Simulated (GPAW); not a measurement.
# CdS (Greenockite): band structure with TPSS

**The experiment to reproduce.**

“Isotope dependence of band-gap energy”, 2008, arxiv:0807.2152 quotes, for a bulk crystal of CdS: band gap 2.5809 ± 0.0002 eV.

CdS (Greenockite):

```
Cd S
1.0
     4.15000    0.00000    0.00000
    -2.07500    3.59401    0.00000
     0.00000    0.00000    6.73700
Cd S
2 2
Direct
  0.66667 0.33333 0.50000
  0.33333 0.66667 0.00000
  0.66667 0.33333 0.87500
  0.33333 0.66667 0.37500
```

```yaml
Program: GPAW 26.7.0
Task: band structure
Functional: TPSS
Potentials_or_basis: GPAW PAW data sets (gpaw-data 1.2.1)
Cutoff: 600 eV
Basis: pw
k_mesh: 5 × 5 × 3
Occupations: fermi-dirac, width 0.05 eV
Spin: spin-orbit coupling, no magnetisation
Eigensolver: davidson
Maxiter: 150
Band_path: GMKGALHA,LM,KH
Band_points: 60
spin_axis_theta_degrees: 90
spin_axis_phi_degrees: 0
Soc_after_scf: second variation without the xc potential
```

* Pressure: 1.7 GPa
* Largest force: 0.074 eV/Å
* Band gap on the k mesh: 1.36 eV, direct
* Band gap along the path: 1.36 eV, direct

Forces on the atoms (eV/Å):
```
Cd   0.000  0.000 -0.074
Cd   0.000  0.000 -0.074
S    0.000  0.000  0.074
S    0.000  0.000  0.073
```

Stress tensor (GPa, compression positive):
```
1.51 0.00 0.00
0.00 1.51 0.00
0.00 0.00 1.95
```

Levels at the corners of the path, in eV from the valence-band top:
| point | band 32 | band 33 | band 34 | band 35 | band 36 | band 37 | band 38 | band 39 | band 40 | band 41 |
| --- | --- | --- | --- | --- | --- | --- | --- | --- | --- | --- |
| Γ | -0.06 | -0.01 | -0.01 | 0.00 | 0.00 | 1.36 | 1.36 | 2.95 | 2.95 | 6.41 |
| M | -1.90 | -1.31 | -1.31 | -0.76 | -0.76 | 3.86 | 3.86 | 4.06 | 4.06 | 5.26 |
| K | -1.86 | -1.86 | -1.83 | -1.62 | -1.62 | 4.81 | 4.81 | 5.21 | 5.24 | 5.25 |
| Γ | -0.06 | -0.01 | -0.01 | 0.00 | 0.00 | 1.36 | 1.36 | 2.95 | 2.95 | 6.41 |
| A | -0.43 | -0.40 | -0.40 | -0.40 | -0.40 | 3.00 | 3.00 | 3.00 | 3.00 | 6.31 |
| L | -1.37 | -1.33 | -1.33 | -1.33 | -1.33 | 3.65 | 3.65 | 3.65 | 3.65 | 5.54 |
| H | -2.39 | -1.15 | -1.15 | -1.14 | -1.14 | 4.53 | 4.53 | 4.58 | 4.58 | 6.23 |
| A | -0.43 | -0.40 | -0.40 | -0.40 | -0.40 | 3.00 | 3.00 | 3.00 | 3.00 | 6.31 |
| L | -1.37 | -1.33 | -1.33 | -1.33 | -1.33 | 3.65 | 3.65 | 3.65 | 3.65 | 5.54 |
| M | -1.90 | -1.31 | -1.31 | -0.76 | -0.76 | 3.86 | 3.86 | 4.06 | 4.06 | 5.26 |
| K | -1.86 | -1.86 | -1.83 | -1.62 | -1.62 | 4.81 | 4.81 | 5.21 | 5.24 | 5.25 |
| H | -2.39 | -1.15 | -1.15 | -1.14 | -1.14 | 4.53 | 4.53 | 4.58 | 4.58 | 6.23 |

Wall time 4.1 min on 1 thread of Intel(R) Xeon(R) Platinum 8375C CPU @ 2.90GHz (Ice Lake), with other jobs on the host, peak memory 0.58 GiB.

A measured gap of CdS is 2.5809 eV (quoted in “Isotope dependence of band-gap energy”, 2008, arxiv:0807.2152); the calculated 1.36 eV misses it by -1.22 eV. The value is that of TPSS, without temperature or zero-point motion.

Caveat: spin-orbit coupling was added after a scalar SCF, so levels and gaps hold it while energy, forces, pressure and moments don't; this program's spin-orbit splittings come out too wide for heavy elements; the PAW data sets were made with another functional, which shifts forces and pressure a little.
